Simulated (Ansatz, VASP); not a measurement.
## Mg in VASP and in Ansatz

```xyz
1
Lattice="0.0000 2.6277 2.6277 2.6277 0.0000 2.6277 2.6277 2.6277 0.0000" Properties=species:S:1:pos:R:3 pbc="T T T"
Mg    0.0000    0.0000    0.0000
```

Alike in both runs: task single point; functional PBE; k mesh 6 × 6 × 6; occupations gaussian, width 0.1 eV; no spin polarisation.

|  | VASP | Ansatz |
| --- | --- | --- |
| version | VASP 6.6.1 | Ansatz 0.2.0 |
| potentials or method | VASP PAW PBE potentials, release 64 (Mg) | scalar-relativistic, plane waves, PAW |
| plane-wave cutoff (eV) | 520 | 420 |
| valence electrons in the cell | 2 | 10 |

|  | VASP | Ansatz | Ansatz less VASP |
| --- | --- | --- | --- |
| gap on the k mesh at the Fermi level (eV) | none | none | - |
| pressure (GPa) | -5.4 | -5.3 | +0.04 |

A gap of «none» marks a metal or a gap that the smearing closes. The two sets of potentials don't hold the same shells in valence.
